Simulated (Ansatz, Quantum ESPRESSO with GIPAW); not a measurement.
# Solid-state NMR of BeS by GIPAW

Aim: the magnetic shielding of every site in BeS.

Main program and level: Quantum ESPRESSO with GIPAW 8.0dev (patched build); DFT, PBE, plane-wave PAW (pslibrary 1.0.0 recipes), scalar-relativistic, GIPAW; a patched development version of the program.

**1. The structure**

Symmetry: F-43m, No. 216, cubic system. Conventional cell: a = 4.850 Å, b = 4.850 Å, c = 4.850 Å, α = 90.00°, β = 90.00°, γ = 90.00°. Nearest to S lie 4 Be at 2.10 Å. Nearest to Be lie 4 S at 2.10 Å. Farther neighbours and most contacts between anions are not listed.

The cell is an entry of the Crystallography Open Database; it need not be the form that is stable at ambient conditions.

A relaxation of the atoms beforehand (Ansatz) moved none by more than 0.003 Å.

**2. Self-consistent run**

GIPAW is a response on top of the ground state, so the wavefunctions come first. Their errors pass straight into the induced current, hence the tight threshold. No empty states are asked for: the response is solved without them. The mesh has a spacing of 0.29 Å⁻¹ at most. The PAW files were made with ld1.x from the pslibrary 1.0.0 recipes, with GIPAW reconstruction switched on.

scf.in reads:

```
&control
  calculation = 'scf'
  prefix = 'x'
  outdir = './tmp/'
  pseudo_dir = './'
/
&system
  ibrav = 0
  nat = 2
  ntyp = 2
  ecutwfc = 55
  ecutrho = 330
  nbnd = 4
/
&electrons
  conv_thr = 1.0d-10
  mixing_beta = 0.7
  electron_maxstep = 100
/
ATOMIC_SPECIES
  S 32.060 S.pbe-n-kjpaw_psl.1.0.0-gipaw.UPF
  Be 9.012 Be.pbe-n-kjpaw_psl.1.0.0-gipaw.UPF
CELL_PARAMETERS angstrom
  0.00000000 2.42500000 2.42500000
  2.42500000 0.00000000 2.42500000
  2.42500000 2.42500000 0.00000000
ATOMIC_POSITIONS crystal
  S 0.75000000 0.75000000 0.75000000
  Be 0.00000000 0.00000000 0.00000000
K_POINTS automatic
  8 8 8 0 0 0
```

On the command line:

```sh
mpirun -np 2 pw.x -nk 2 -in scf.in > scf.out
```

What it wrote:

```text
[...]
as large as its charge; the limit is 4.5
     Functions over the limit replaced by smooth ones with the moment of the charge, as mend_augmentation asks: 1
     This moves results (see INPUT_PW). Waves and levels in the save fit builds from 8.0dev_s219 on
     using ibrav=0 with symmetry is DISCOURAGED, use correct ibrav instead

     bravais-lattice index     =            0
     lattice parameter (alat)  =       6.4808  a.u.
     unit-cell volume          =     192.4695 (a.u.)^3
     number of atoms/cell      =            2
     number of atomic types    =            2
     number of electrons       =         8.00
     number of Kohn-Sham states=            4
     kinetic-energy cutoff     =      55.0000  Ry
     charge density cutoff     =     330.0000  Ry
     scf convergence threshold =      1.0E-10
     mixing beta               =       0.7000
     number of iterations used =            8  plain     mixing
     Exchange-correlation= SLA-PW-PBX-PBC
                           (   1   4   3   4   0   0   0)
[...]
S                 6.00    32.06000     S ( 1.00)
     Be                2.00     9.01200     Be( 1.00)

     24 Sym. Ops. (no inversion) found
[...]
number of k points=    29
[...]
Dense  grid:    19579 G-vectors     FFT dimensions: (  40,  40,  40)

     Smooth grid:    10777 G-vectors     FFT dimensions: (  32,  32,  32)

     Initial potential from superposition of free atoms

     starting charge       7.9998, renormalised to       8.0000
     Starting wfcs are    8 randomized atomic wfcs

     Self-consistent Calculation

     iteration #  1     ecut=    55.00 Ry     beta= 0.70
     Davidson diagonalization with overlap
     ethr =  1.00E-02,  avg # of iterations =  1.1

     Threshold (ethr) on eigenvalues was too large:
     Diagonalizing with lowered threshold

     Davidson diagonalization with overlap
     ethr =  4.30E-04,  avg # of iterations =  3.8

     total energy              =     -73.25972349 Ry
     estimated scf accuracy    <       0.04203771 Ry

     iteration #  2     ecut=    55.00 Ry     beta= 0.70
     Davidson diagonalization with overlap
     ethr =  5.25E-04,  avg # of iterations =  2.0

     total energy              =     -73.26542675 Ry
     estimated scf accuracy    <       0.00235414 Ry

     iteration #  3     ecut=    55.00 Ry     beta= 0.70
[...]
total energy              =     -73.26714711 Ry
     estimated scf accuracy    <       0.00096274 Ry

[...]
total energy              =     -73.26708753 Ry
[...]
iteration # 22     ecut=    55.00 Ry     beta= 0.70
     Davidson diagonalization with overlap
     ethr =  1.22E-11,  avg # of iterations = 10.0

     total energy              =     -73.26708754 Ry
     estimated scf accuracy    <          8.3E-10 Ry

     iteration # 23     ecut=    55.00 Ry     beta= 0.70
     Davidson diagonalization with overlap
     ethr =  1.04E-11,  avg # of iterations =  4.0

     End of self-consistent calculation
     [one-electron energies left out]

!    total energy              =     -73.26708754 Ry
     total all-electron energy =      -828.090159 Ry
     estimated scf accuracy    <          2.9E-11 Ry

     The total energy is the sum of the following terms:
     one-electron contribution =       3.34183266 Ry
     hartree contribution      =       2.60724634 Ry
     xc contribution           =      -6.77570563 Ry
     ewald contribution        =     -22.10989088 Ry
     one-center paw contrib.   =     -50.33057004 Ry

     convergence has been achieved in  23 iterations
[...]
JOB DONE.
```

Elapsed: 8.4 s, on 2 MPI ranks of Arm Neoverse V2, shared host; peak memory 0.26 GiB; 17 s of CPU time.

It converged in 23 cycles to an estimated accuracy of 3e-11 Ry, on 29 irreducible k-points.

**3. Magnetic response**

A uniform field breaks periodicity, so gipaw.x applies it as a wave of small q and takes the limit. It solves for the first-order states, builds the induced current and gets the field at each nucleus by Biot–Savart; the PAW spheres add what the smooth waves miss near the nuclei. pawproj makes the reconstruction use the PAW data sets' own projectors.

nmr.in reads:

```
&inputgipaw
  job = 'nmr'
  prefix = 'x'
  tmp_dir = './tmp/'
  restart_mode = 'from_scratch'
  verbosity = 'low'
  q_gipaw = 0.01
  spline_ps = .true.
  conv_threshold = 1.0d-14
  use_nmr_macroscopic_shape = .true.
  pawproj(1) = .true.
  pawproj(2) = .true.
/
```

On the command line:

```sh
mpirun -np 2 gipaw.x -in nmr.in > nmr.out
```

What it wrote:

```text
[banner, memory and clock lines left out]
[a note of our patched build left out]

     Parallelizing q-star over 1 images

     IMPORTANT: XC functional enforced from input :
     Exchange-correlation= PBE
                           (   1   4   3   4   0   0   0)
     Any further DFT definition will be discarded
     Please, verify this is what you really want

     In Be.pbe-n-kjpaw_psl.1.0.0-gipaw.UPF the largest augmentation function (projectors 2 and 4, L = 1) is 6.4 times
     as large as its charge; the limit is 4.5
     Functions over the limit replaced by smooth ones with the moment of the charge, as in the saved run: 1
[...]
alpha_pv=     27.3887 eV

     spline_ps is .false., expect some extrapolation errors

     q-space interpolation up to    66.00 Rydberg

     GIPAW job: nmr
     NMR macroscopic correction: yes
             0.6667          0.0000          0.0000
             0.0000          0.6667          0.0000
             0.0000          0.0000          0.6667
[...]
Computing the magnetic susceptibility     isolve=0    ethr=  0.1000E-13
     Starting from scratch
     k-point #    1 of    29      pool #  1    cpu time:       0.7
[...]
End of magnetic susceptibility calculation

     f-sum rule (1st term):
            -8.5127         -0.0000          0.0000
            -0.0000         -8.5127          0.0000
             0.0000         -0.0000         -8.5127

     f-sum rule (2nd term):
            -0.1161         -0.0000         -0.0000
             0.0000         -0.1161         -0.0000
             0.0000         -0.0000         -0.1161

     f-sum rule (should be    -8.6206):
            -8.6289         -0.0000          0.0000
            -0.0000         -8.6289          0.0000
             0.0000         -0.0000         -8.6289

[... susceptibilities left out ...]
     Contributions to the NMR chemical shifts: -------------------------------

     Macroscopic shape contribution in ppm:                   12.25
            12.2463         -0.0000         -0.0000
             0.0000         12.2463         -0.0000
            -0.0000          0.0000         12.2463

     Core contribution in ppm:

     Atom  1  S   pos: (  1.060660  1.060660  1.060660)  core sigma:         979.79
     Atom  2  Be  pos: (  0.000000  0.000000  0.000000)  core sigma:         130.01

     Bare contribution in ppm:

     Atom  1  S   pos: (  1.060660  1.060660  1.060660)  bare sigma:          38.49
[...]
Atom  2  Be  pos: (  0.000000  0.000000  0.000000)  bare sigma:         -28.07
[...]
Diamagnetic contribution in ppm:

     Atom  1  S   pos: (  1.060660  1.060660  1.060660)  dia sigma:          -5.19
[...]
Atom  2  Be  pos: (  0.000000  0.000000  0.000000)  dia sigma:           0.95
[...]
Paramagnetic contribution in ppm:

     Atom  1  S   pos: (  1.060660  1.060660  1.060660)  para sigma:        -453.06
[...]
Atom  2  Be  pos: (  0.000000  0.000000  0.000000)  para sigma:         -12.91
[...]
Paramagnetic US occ-occ contribution in ppm:

     Atom  1  S   pos: (  1.060660  1.060660  1.060660)  para_oo sigma:          -1.65
[...]
Atom  2  Be  pos: (  0.000000  0.000000  0.000000)  para_oo sigma:          -0.05
[...]
Paramagnetic US L_R Q_R contribution in ppm:

     Atom  1  S   pos: (  1.060660  1.060660  1.060660)  para_lq sigma:         111.25
[...]
Atom  2  Be  pos: (  0.000000  0.000000  0.000000)  para_lq sigma:          -2.46
[...]
Total NMR chemical shifts in ppm: ---------------------------------------
     (adopting the Simpson convention for anisotropy and asymmetry)-----------

     Atom  1  S   pos: (  1.060660  1.060660  1.060660)  Total sigma:         681.89
           681.8885          0.0000          0.0000
             0.0000        681.8885         -0.0000
             0.0000         -0.0000        681.8885

     S       1    anisotropy:      0.00    eta:    0.0000
[...]
Atom  2  Be  pos: (  0.000000  0.000000  0.000000)  Total sigma:          99.72
            99.7159         -0.0000          0.0000
             0.0000         99.7159         -0.0000
             0.0000         -0.0000         99.7159

     Be      2    anisotropy:      0.00    eta:    0.0000
[...]
```

Run time: 22 s. Hardware: 2 MPI ranks; peak memory 0.15 GiB.

The f-sum rule is met to 0.0083 of 8.6 (0.10 %). Converged shieldings require that this miss be small, but a small miss does not prove them. This build smooths some augmentation functions of the files as it reads them, which, it says, moves results; by how much was not measured here.

From the symmetric part of each tensor, with principal values σ11 ≤ σ22 ≤ σ33: σ_iso is their mean, the span is σ33 − σ11 and the skew 3(σ_iso − σ22)/span. (gipaw.x prints an anisotropy in another convention.)

```
site  atom no.  atoms in cell  σ_iso (ppm)  span (ppm)  skew
   S         1              1        669.6         0.0     -
  Be         2              1        87.47        0.00     -
```

The printed totals hold a macroscopic shape term of 12.2 ppm, which is taken off the shieldings here and below (some reference lines add a sphere's term back, as they say). It is the term of a spherical sample, from the valence susceptibility, a rough estimate, since the susceptibility converges slowly and lacks part of the PAW terms. Differences within the crystal don't depend on it, but shieldings of different compounds can't be compared to better than a few ppm without it.

S and Be sit on cubic site symmetry, where the tensor must be isotropic.

How the isotropic values are made up (ppm). The core part is that of the free atom's core; bare is the current of the smooth valence states; the last two are what the PAW spheres add to the diamagnetic and the paramagnetic current:

```
site   core   bare  reconstruction, dia  reconstruction, para
   S  979.8   38.5                 -5.2                -343.5
  Be  130.0  -28.1                  1.0                 -15.4
```

The quadrupolar nuclei (33S and 9Be) sit on sites where the field gradient vanishes by symmetry, so they have no quadrupolar coupling.

**4. NMR parameters by site**

Covalently bonded atoms count as neighbours within 1.18 times the sum of their radii. Otherwise a cation's neighbours lie within 1.2 times its shortest bond (1.3 for large cations, each anion's radius taken off where they differ), and an anion's are the cations that count it.

```
site  atom no.  atoms in cell  surroundings  bonds (Å)  σ_iso (ppm)
   S         1              1  bound to Be4      2.100        669.6
  Be         2              1          BeS4      2.100        87.47
```

**5. Summary of results**

| Property | Result |
| --- | --- |
| 33S shielding without shape term | 669.6 ppm |
| 9Be shielding without shape term | 87.47 ppm |

What this shows: 33S has one site (bound to Be4), with isotropic shielding 669.6 ppm (shape term left out). A shift needs a reference, δ = σ_ref − σ, fixed on measured compounds; for 33S of this kind at this level too few were at hand, or they scattered too widely about a line, so none is given. No sound run at another cutoff or mesh is at hand, so convergence rests on the f-sum rule and on experience with these files. This build of gipaw.x prints that it is not audited and that its numbers are no references by themselves. It also reports spline_ps as false although the input sets it; why was not traced.

[Banner, clock, file and message-heading lines were taken out of the pw.x and gipaw.x logs.]

[Logs are printed without paths, hosts, clocks, repeated set-up lines and the standing remarks that a program may print on its own settings, such as how far it seeks lower states.]

[Hosts, paths, dates, database ids (printed as entryN), source tags and the programs' standing remarks are cut or masked in the printed files.]

[Where no reference line passes its bar on scatter, no shift is given, so a measured shift of this compound may stand uncompared.]
